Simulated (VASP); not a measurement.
# HfN (F-43m) in VASP: further runs

One crystal, HfN, is run at these levels: PBEsol; tasks: single point.

Everything below comes from runs of VASP 6.6.1. Logs are shortened: lines on timing, memory, paths and dates and some standing lists are left out, and cuts for length are marked.

### Step 1. The structure

Symmetry: F-43m, No. 216, cubic system. The conventional cell has a = 4.910 Å, b = 4.910 Å, c = 4.910 Å, α = 90.00°, β = 90.00°, γ = 90.00°. Hf (site symmetry -43m) is surrounded by 4 N at 2.13 Å. N (site symmetry -43m) has 4 Hf at 2.13 Å as nearest neighbours.

The cell comes from a database or a generator and needn't be the stable form of this composition.

### Step 2. Single point, PBEsol

The input, INCAR:

```
SYSTEM = HfN
PREC = Accurate ; ENCUT = 650
EDIFF = 1E-7 ; ISMEAR = 0
SIGMA = 0.05 ; LREAL = .False.
LASPH = .True. ; NELM = 100
ALGO = Normal ; ISIF = 2
LWAVE = .False. ; LCHARG = .False.
GGA = PS ; ADDGRID = .False.
```

The input, KPOINTS:

```
Automatic mesh
0
Gamma
  10 10 10
  0 0 0
```

The input, POSCAR:

```
HfN
1.0
    0.0000000000      2.4548220000      2.4548220000
    2.4548220000      0.0000000000      2.4548220000
    2.4548220000      2.4548220000      0.0000000000
Hf N
1 1
Direct
    0.0000000000      0.0000000000      0.0000000000
    0.2500000000      0.2500000000      0.2500000000
```

Potentials or basis: VASP PAW PBE potentials, release 64 (Hf_pv, N).

On the command line:

```bash
cat potpaw_PBE.64/Hf_pv/POTCAR potpaw_PBE.64/N/POTCAR > POTCAR
mpirun -np 1 vasp_std > vasp.out
```

OUTCAR:

```text
SYSTEM = HfN
   PREC = Accurate
   ENCUT = 650
   EDIFF = 1E-7
   ISMEAR = 0
   LREAL = .False.
   LASPH = .True.
   NELM = 100
   ISIF = 2
   GGA = PS

 Found     47 irreducible k-points:

 Following reciprocal coordinates:
            Coordinates               Weight
  0.000000  0.000000  0.000000      1.000000
  0.100000  0.000000  0.000000      8.000000
  0.200000  0.000000  0.000000      8.000000
  0.300000  0.000000  0.000000      8.000000
  0.400000  0.000000  0.000000      8.000000
  0.500000  0.000000  0.000000      4.000000
   k-points           NKPTS =     47   k-points in BZ     NKDIM =     47   number of bands    NBANDS=     11
   number of dos      NEDOS =    301   number of ions     NIONS =      2
   total plane-waves  NPLWV =  27000
   dimension x,y,z NGX =    30 NGY =   30 NGZ =   30
   dimension x,y,z NGXF=    60 NGYF=   60 NGZF=   60
   ions per type =               1   1
   NGX,Y,Z   is equivalent  to a cutoff of  14.37, 14.37, 14.37 a.u.
   NGXF,Y,Z  is equivalent  to a cutoff of  28.73, 28.73, 28.73 a.u.
 SYSTEM =  HfN
   PREC   = accura    normal or accurate (medium, high low for compatibility)
   ISTART =      0    job   : 0-new  1-cont  2-samecut
   ICHARG =      2    charge: 1-file 2-atom 10-const
   ISPIN  =      1    spin polarized calculation?
   LNONCOLLINEAR =      F non collinear calculations
   LSORBIT =      F    spin-orbit coupling
   LASPH  =      T    aspherical Exc in radial PAW
   ENCUT  =  650.0 eV  47.77 Ry    6.91 a.u.   7.22  7.22  7.22*2*pi/ulx,y,z
   NELM   =    100;   NELMIN=  2; NELMDL= -5     # of ELM steps
   EDIFF  = 0.1E-06   stopping-criterion for ELM
   LREAL  =      F    real-space projection
   EDIFFG = 0.1E-05   stopping-criterion for IOM
   NSW    =      0    number of steps for IOM
   IBRION =     -1    ionic relax: 0-MD 1-quasi-New 2-CG
   NFREE  =      0    steps in history (QN), initial steepest desc. (CG)
   ISIF   =      2    stress and relaxation
   ISYM   =      2    0-nonsym 1-usesym 2-fastsym
   POTIM  = 0.5000    time-step for ionic-motion
   TEBEG  =    0.0;   TEEND  =   0.0 temperature during run
   PSTRESS=    0.0 pullay stress
   NELECT =      15.0000    total number of electrons
   NUPDOWN=      -1.0000    fix difference up-down
   EMIN   =  10.00;   EMAX   =-10.00  energy-range for DOS
   EFERMI =   0.00;   METHOD = LEGACY
   ISMEAR =     0;   SIGMA  =   0.05  broadening in eV -4-tet -1-fermi 0-gaus
   EFERMI_NEDOS =   21; number of points for ismear=-14 and -15
   IALGO  =     38    algorithm
   IMIX   =      4    mixing-type and parameters
     AMIX     =   0.40;   BMIX     =  1.00
     AMIX_MAG =   1.60;   BMIX_MAG =  1.00
  volume/ion in A,a.u.               =      14.79        99.83
  Fermi-wavevector in a.u.,A,eV,Ry     =   1.305395  2.466839 23.185087  1.704056
  Thomas-Fermi vector in A             =   2.436267
   LORBIT       =      0    0 simple, 1 ext, 2 COOP (PROOUT), +10 PAW based schemes
   GGA     = PS    functional components
   LHFCALC =     F    Hartree Fock is set to
   AEXX    =    0.0000 exact exchange contribution
   IVDW    =     0    specifies the selected vdW correction
   LEPSILON=     F    determine dielectric tensor
   LRPA    =     F    only Hartree local field effects (RPA)
 non-spin polarized calculation
 Gauss-broadening in eV      SIGMA  =   0.05
  energy-cutoff  :      650.00
  volume of cell :       29.59
 maximum number of plane-waves:      1139
 NGX is ok and might be reduce to    30
   NGX = 15   NGY = 15   NGZ = 15

 number of electron      14.9999999 magnetization

 Free energy of the ion-electron system (eV)
  ---------------------------------------------------
  ext. energy  EPLUGINS =         0.00000000
  ---------------------------------------------------
  free energy    TOTEN  =       -22.25826371 eV

  energy without entropy =      -22.25737718  energy(sigma->0) =      -22.25782045

 E-fermi :   5.5836     XC(G=0): -11.3979

 val. band max:        5.5711965856   @ k =   0.1000   0.1000   0.0000
 cond. band min:       5.6533472883   @ k =   0.4000   0.2000   0.0000
 fundamental gap:      0.0821507027
 Fermi energy:         5.5836154501

 k-point     1 :       0.0000    0.0000    0.0000
  band No.  band energies     occupation
      1     -25.4597      2.00000
      2     -25.4597      2.00000
      3     -25.4597      2.00000
      4     -10.4992      2.00000
      5       0.1475      2.00000
      6       0.1475      2.00000
      7       0.1475      2.00000
      8       4.8705      2.00000
      9       7.8018      0.00000
     10       7.8018      0.00000
     11      12.1867      0.00000

 k-point     2 :       0.1000    0.0000    0.0000
  band No.  band energies     occupation
      1     -25.5073      2.00000
      2     -25.4658      2.00000
      3     -25.4658      2.00000
      4     -10.3805      2.00000
      5      -0.0695      2.00000
      6       0.2198      2.00000
      7       0.2198      2.00000
      8       5.4040      2.00000
      9       7.6405      0.00000
     10       7.6405      0.00000
     11      11.9225      0.00000

 k-point     3 :       0.2000    0.0000    0.0000
  band No.  band energies     occupation
      1     -25.6291      2.00000
      2     -25.4816      2.00000
      3     -25.4816      2.00000
      4     -10.0808      2.00000
      5      -0.3979      2.00000
      6       0.3965      2.00000
      7       0.3965      2.00000
      8       6.5427      0.00000
      9       7.4169      0.00000
     10       7.4169      0.00000
     11      11.3965      0.00000

 k-point     4 :       0.3000    0.0000    0.0000
  band No.  band energies     occupation
      1     -25.7749      2.00000
      2     -25.5011      2.00000
      3     -25.5011      2.00000
      4      -9.7372      2.00000
      5      -0.4696      2.00000
      6       0.5826      2.00000
      7       0.5826      2.00000
      8       7.3833      0.00000
      9       7.4905      0.00000
     10       7.4905      0.00000
     11      10.8453      0.00000

 k-point     5 :       0.4000    0.0000    0.0000
  band No.  band energies     occupation
      1     -25.8892      2.00000
      2     -25.5168      2.00000
      3     -25.5168      2.00000
      4      -9.4868      2.00000
      5      -0.2733      2.00000
      6       0.6998      2.00000
      7       0.6998      2.00000
      8       7.3615      0.00000
      9       7.9354      0.00000
     10       7.9354      0.00000
     11      10.0944      0.00000

 k-point     6 :       0.5000    0.0000    0.0000
  band No.  band energies     occupation
      1     -25.9320      2.00000
      2     -25.5227      2.00000
      3     -25.5227      2.00000
      4      -9.3987      2.00000
      5      -0.1251      2.00000
      6       0.7358      2.00000
      7       0.7358      2.00000
      8       7.1417      0.00000
      9       8.2992      0.00000
     10       8.2992      0.00000
     11       9.7768      0.00000

 [... further k-points ...]
[... 5 lines left out ...]
  --------------------------------------------------------------------------------------
  -------------------------------------------------------------------------------------
  Total       -1.1009596     -1.1009596     -1.1009596      0.0000000      0.0000000      0.0000000
  in kB      -59.6199961    -59.6199961    -59.6199961      0.0000000      0.0000000      0.0000000
  external PRESSURE =     -59.6199961 kB  Pullay stress =       0.0000000 kB

 VOLUME and BASIS-vectors are now :
 -----------------------------------------------------------------------------
  energy-cutoff  :      650.00
  volume of cell :       29.59
      direct lattice vectors                 reciprocal lattice vectors
     0.000000000  2.454822000  2.454822000    -0.203680756  0.203680756  0.203680756
     2.454822000  0.000000000  2.454822000     0.203680756 -0.203680756  0.203680756
     2.454822000  2.454822000  0.000000000     0.203680756  0.203680756 -0.203680756

 POSITION                                       TOTAL-FORCE (eV/Angst)
 -----------------------------------------------------------------------------------
      0.00000      0.00000      0.00000        -0.000000     -0.000000     -0.000000
      1.22741      1.22741      1.22741         0.000000      0.000000      0.000000
 -----------------------------------------------------------------------------------
    total drift:                                0.000000      0.000000      0.000000

  FREE ENERGIE OF THE ION-ELECTRON SYSTEM (eV)
  ---------------------------------------------------
  free  energy   TOTEN  =       -22.2582637119 eV

  energy  without entropy=      -22.2573771810  energy(sigma->0) =      -22.25782045
```

Wall time 15 s (1 thread of Intel Xeon 6975P-C (Granite Rapids), shared host); peak memory 0.18 GiB.

These settings aren't checked as converged: the numbers below hold their error.

Results:

- Free energy: -22.2583 eV
- Pressure: -6.0 GPa
- Band gap on the k mesh: none (metal or under the smearing width)

Caveat: the PAW data sets were made with another functional, which shifts forces and pressure a little.

### Step 3. Single point, PBEsol

INCAR is that of step 2.

KPOINTS is that of step 2.

The input, POSCAR:

```
HfN
1.0
    0.0000000000      2.4548220000      2.4548220000
    2.4548220000      0.0000000000      2.4548220000
    2.4548220000      2.4548220000      0.0000000000
Hf N
1 1
Direct
    0.0013890000     -0.0035870000      0.0084710000
    0.2560200000      0.2829830000      0.2320270000
```

Potentials or basis: VASP PAW PBE potentials, release 64 (Hf_pv, N).

On the command line:

```bash
cat potpaw_PBE.64/Hf_pv/POTCAR potpaw_PBE.64/N/POTCAR > POTCAR
mpirun -np 1 vasp_std > vasp.out
```

OUTCAR:

```text
SYSTEM = HfN
   PREC = Accurate
   ENCUT = 650
   EDIFF = 1E-7
   ISMEAR = 0
   LREAL = .False.
   LASPH = .True.
   NELM = 100
   ISIF = 2
   GGA = PS

 Found    504 irreducible k-points:

 Following reciprocal coordinates:
            Coordinates               Weight
  0.000000  0.000000  0.000000      1.000000
  0.100000  0.000000  0.000000      2.000000
  0.000000  0.100000  0.000000      2.000000
  0.000000  0.000000  0.100000      2.000000
  0.100000  0.100000  0.100000      2.000000
  0.200000  0.000000  0.000000      2.000000
   k-points           NKPTS =    504   k-points in BZ     NKDIM =    504   number of bands    NBANDS=     11
   number of dos      NEDOS =    301   number of ions     NIONS =      2
   total plane-waves  NPLWV =  27000
[... 155 lines left out ...]

 [... further k-points ...]
[... 5 lines left out ...]
  --------------------------------------------------------------------------------------
  -------------------------------------------------------------------------------------
  Total       -0.8398165     -0.8064705     -0.8324596     -1.0384540     -0.3843579      0.5938143
  in kB      -45.4783804    -43.6726001    -45.0799811    -56.2351450    -20.8140405     32.1566817
  external PRESSURE =     -44.7436539 kB  Pullay stress =       0.0000000 kB

 VOLUME and BASIS-vectors are now :
 -----------------------------------------------------------------------------
  energy-cutoff  :      650.00
  volume of cell :       29.59
      direct lattice vectors                 reciprocal lattice vectors
     0.000000000  2.454822000  2.454822000    -0.203680756  0.203680756  0.203680756
     2.454822000  0.000000000  2.454822000     0.203680756 -0.203680756  0.203680756
     2.454822000  2.454822000  0.000000000     0.203680756  0.203680756 -0.203680756

 POSITION                                       TOTAL-FORCE (eV/Angst)
 -----------------------------------------------------------------------------------
      2.46681      0.02420      2.44943         0.434816     -0.688849      1.237120
      1.26426      1.19807      1.32316        -0.434816      0.688849     -1.237120
 -----------------------------------------------------------------------------------
    total drift:                               -0.000011      0.000046     -0.000062

  FREE ENERGIE OF THE ION-ELECTRON SYSTEM (eV)
  ---------------------------------------------------
  free  energy   TOTEN  =       -22.1727103149 eV

  energy  without entropy=      -22.1717808695  energy(sigma->0) =      -22.17224559
```

stdout:

```text
POSCAR found type information on POSCAR HfN
 POSCAR found :  2 types and       2 ions
 scaLAPACK will be used
 -----------------------------------------------------------------------------
|                                                                             |
|                                                                             |
|     You enforced a specific xc type in the INCAR file but a different       |
|     I HOPE YOU KNOW WHAT YOU ARE DOING!                                     |
|                                                                             |
 -----------------------------------------------------------------------------

 LDA part: xc-table for (Slater+PW92), standard interpolation
 POSCAR, INCAR and KPOINTS ok, starting setup
 FFT: planning ... GRIDC
 FFT: planning ... GRID_SOFT
 FFT: planning ... GRID
 WAVECAR not read
 entering main loop
```

It took 2 min on 1 thread of Intel Xeon 6975P-C (Granite Rapids), shared host; peak memory 0.39 GiB.

These settings aren't checked as converged: the numbers below hold their error.

Results:

```
Free energy            : -22.1727 eV
Pressure               : -4.5 GPa
Largest force          : 1.481 eV/Å
Band gap on the k mesh : none (metal or under the smearing width)
```

Caveat: the PAW data sets were made with another functional, which shifts forces and pressure a little.

### Step 4. Single point, PBEsol

Changes to INCAR since step 3:

```diff
@@ -1,3 +1,3 @@
 SYSTEM = HfN
-PREC = Accurate ; ENCUT = 650
+PREC = Accurate ; ENCUT = 520
 EDIFF = 1E-7 ; ISMEAR = 0
```

The input, KPOINTS:

```
Automatic mesh
0
Gamma
  12 12 12
  0 0 0
```

The input, POSCAR:

```
HfN
1.0
    0.0000000000      2.4548220000      2.4548220000
    2.4548220000      0.0000000000      2.4548220000
    2.4548220000      2.4548220000      0.0000000000
Hf N
1 1
Direct
    0.0000000000      0.0000000000      0.0000000000
    0.2500000000      0.2500000000      0.2500000000
```

Potentials or basis: VASP PAW PBE potentials, release 64 (Hf_pv, N).

On the command line:

```bash
cat potpaw_PBE.64/Hf_pv/POTCAR potpaw_PBE.64/N/POTCAR > POTCAR
mpirun -np 1 vasp_std > vasp.out
```

OUTCAR:

```text
SYSTEM = HfN
   PREC = Accurate
   ENCUT = 520
   EDIFF = 1E-7
   ISMEAR = 0
   LREAL = .False.
   LASPH = .True.
   NELM = 100
   ISIF = 2
   GGA = PS

 Found     72 irreducible k-points:

 Following reciprocal coordinates:
            Coordinates               Weight
  0.000000  0.000000  0.000000      1.000000
  0.083333  0.000000  0.000000      8.000000
  0.166667  0.000000  0.000000      8.000000
  0.250000  0.000000  0.000000      8.000000
  0.333333  0.000000  0.000000      8.000000
  0.416667  0.000000  0.000000      8.000000
   k-points           NKPTS =     72   k-points in BZ     NKDIM =     72   number of bands    NBANDS=     11
   number of dos      NEDOS =    301   number of ions     NIONS =      2
   total plane-waves  NPLWV =  21952
[... 155 lines left out ...]

 [... further k-points ...]
[... 5 lines left out ...]
  --------------------------------------------------------------------------------------
  -------------------------------------------------------------------------------------
  Total       -1.0904283     -1.0904283     -1.0904283      0.0000000      0.0000000      0.0000000
  in kB      -59.0496969    -59.0496969    -59.0496969      0.0000000      0.0000000      0.0000000
  external PRESSURE =     -59.0496969 kB  Pullay stress =       0.0000000 kB

 VOLUME and BASIS-vectors are now :
 -----------------------------------------------------------------------------
  energy-cutoff  :      520.00
  volume of cell :       29.59
      direct lattice vectors                 reciprocal lattice vectors
     0.000000000  2.454822000  2.454822000    -0.203680756  0.203680756  0.203680756
     2.454822000  0.000000000  2.454822000     0.203680756 -0.203680756  0.203680756
     2.454822000  2.454822000  0.000000000     0.203680756  0.203680756 -0.203680756

 POSITION                                       TOTAL-FORCE (eV/Angst)
 -----------------------------------------------------------------------------------
      0.00000      0.00000      0.00000         0.000000      0.000000     -0.000000
      1.22741      1.22741      1.22741        -0.000000     -0.000000      0.000000
 -----------------------------------------------------------------------------------
    total drift:                               -0.000000     -0.000000     -0.000000

  FREE ENERGIE OF THE ION-ELECTRON SYSTEM (eV)
  ---------------------------------------------------
  free  energy   TOTEN  =       -22.2464086594 eV

  energy  without entropy=      -22.2441924616  energy(sigma->0) =      -22.24530056
```

OSZICAR:

```text
N       E                     dE             d eps       ncg     rms          rms(c)
DAV:   1     0.417238267394E+02    0.41724E+02   -0.82215E+03  1592   0.125E+03
DAV:   2    -0.227956841738E+02   -0.64520E+02   -0.61090E+02  2159   0.252E+02
DAV:   3    -0.255413329886E+02   -0.27456E+01   -0.27226E+01  1953   0.449E+01
DAV:   4    -0.255683100363E+02   -0.26977E-01   -0.26948E-01  1902   0.498E+00
DAV:   5    -0.255687660276E+02   -0.45599E-03   -0.45580E-03  2172   0.544E-01    0.545E+01
DAV:   6    -0.223829607280E+02    0.31858E+01   -0.20166E+01  1803   0.298E+01    0.396E+01
DAV:   7    -0.222704959504E+02    0.11246E+00   -0.10714E+00  1830   0.889E+00    0.241E+01
DAV:   8    -0.222543118303E+02    0.16184E-01   -0.89935E-02  1887   0.317E+00    0.523E+00
DAV:   9    -0.222468043044E+02    0.75075E-02   -0.37674E-02  1857   0.143E+00    0.163E+00
DAV:  10    -0.222464118375E+02    0.39247E-03   -0.27347E-03  2039   0.467E-01    0.140E-01
DAV:  11    -0.222464148826E+02   -0.30450E-05   -0.85698E-05  1941   0.105E-01    0.118E-01
DAV:  12    -0.222464088130E+02    0.60696E-05   -0.28952E-05  1947   0.451E-02    0.974E-03
DAV:  13    -0.222464086592E+02    0.15382E-06   -0.10740E-06  1899   0.115E-02    0.115E-02
DAV:  14    -0.222464086594E+02   -0.19531E-09   -0.86894E-08  1284   0.271E-03
   1 F= -.22246409E+02 E0= -.22245301E+02  d E =-.221620E-02
```

stdout:

```text
POSCAR found type information on POSCAR HfN
 POSCAR found :  2 types and       2 ions
 scaLAPACK will be used
 -----------------------------------------------------------------------------
|                                                                             |
|                                                                             |
|     You enforced a specific xc type in the INCAR file but a different       |
|     I HOPE YOU KNOW WHAT YOU ARE DOING!                                     |
|                                                                             |
 -----------------------------------------------------------------------------

 LDA part: xc-table for (Slater+PW92), standard interpolation
 POSCAR, INCAR and KPOINTS ok, starting setup
 FFT: planning ... GRIDC
 FFT: planning ... GRID_SOFT
 FFT: planning ... GRID
 WAVECAR not read
 entering main loop
```

It took 14 s on 1 thread of Intel Xeon 6975P-C (Granite Rapids), shared host; peak memory 0.17 GiB.

These settings aren't checked as converged: the numbers below hold their error.

What came out:

| Item | Value |
| --- | --- |
| Free energy | -22.2464 eV |
| Pressure | -5.9 GPa |
| Band gap on the k mesh | none (metal or under the smearing width) |

Caveat: the PAW data sets were made with another functional, which shifts forces and pressure a little.

(Continued in part 2 of 2.)
